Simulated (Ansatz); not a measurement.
# GaAs on a mismatched substrate

Computed with DFT PBEsol, scalar-relativistic, plane waves, PAW in Ansatz. (420 eV cutoff, 10×10×6 k-mesh, Gaussian smearing of 0.01 eV, no spin polarisation)

Starting point, cell and atoms relaxed:

```
CELL_PARAMETERS angstrom
2.82898 2.82898 0.00000
-2.82898 2.82898 0.00000
0.00000 0.00000 5.65795
ATOMIC_POSITIONS crystal
Ga 0.00000 0.00000 0.00000
Ga 0.50000 0.50000 0.50000
As 0.50000 0.00000 0.75000
As 0.00000 0.50000 0.25000
```

The a-b plane is strained alike in both directions, as on a substrate, while c and the atoms relax within the symmetry that the strain leaves. Stress is positive in compression; energies are free energies at the smearing used, per atom.

```tsv
strain (%)	c (Å)	σ in plane (GPa)	ΔE (meV/atom)
-6.0	5.9562	8.61	67.83
-4.0	5.8587	5.35	28.92
-2.0	5.7602	2.51	7.00
+0.0	5.6579	0.05	0.00
+2.0	5.5568	-2.10	5.98
+4.0	5.4511	-3.88	23.03
+6.0	5.3392	-5.43	49.51
```

Task: Get the biaxial modulus twice, from the stresses and from the energies of the innermost pair.

Result: From stress: M = −Δσ/Δε = (2.51 − (-2.10)) / 0.040 = 115 GPa. Two in-plane directions each store σε/2, so the energy density is Mε²: M = (mean ΔE)/(V ε²) = 6.49 meV / (22.641 Å³ × 0.020²) × 0.16022 GPa Å³/meV = 115 GPa. The two agree.

Task: How well does Mε², with M from the stresses, predict the outermost points?

Result: 58.5 meV predicted against 67.8 computed at -6.0 %; 58.5 meV predicted against 49.5 computed at +6.0 %. Compression costs more than stretching, the usual sign of bonds that stiffen as they shorten.

Task: How does c respond, and up to what thickness can a film with 1 % or 2 % misfit stay coherent on a thick substrate?

Result: c answers with ε_c = −0.90 ε. In an isotropic solid that ratio is 2ν/(1 − ν), so ν = r/(2 + r) = 0.31. A film of thickness h stores Mε²h per area, 11.5 mJ/m² per nm at 1 %. The Matthews–Blakeslee balance for pure edge misfit dislocations, h = b/(8πf(1 + ν)) × (ln(h/b) + 1), with b taken as the in-plane vector a = 4.00 Å, solved by iteration, gives 4.0 nm at f = 1 % and 1.3 nm at 2 %. This is an isotropic estimate in which the moduli cancel; the real Burgers vector, glide system, anisotropy and slow kinetics can shift it by a factor of a few, mostly upward.

The film takes up misfit largely by bending its bonds. Under this (001) strain all four Ga–As bonds around an atom stay equal in length, and the opposite response of c offsets much of the in-plane change, so the tetrahedral angles distort while the bonds change length far less than the plane does. Angle bending is the softer mode in a covalent sp³ network. The offset is incomplete, however: a ratio of 0.90 is well short of conserving volume, so compression still shortens the bonds and meets the steeper, repulsive side of their potential.

This asymmetry is already visible at the innermost pair, 7.00 against 5.98 meV/atom. Averaging the two signs cancels the leading anharmonic term, which is why stress and energy give the same modulus; a film under compression stores more energy than one under equal tension. Both the modulus and the effective ν of 0.31 belong to the (001) plane, and because zincblende crystals are elastically anisotropic, neither carries over to films of other orientations.
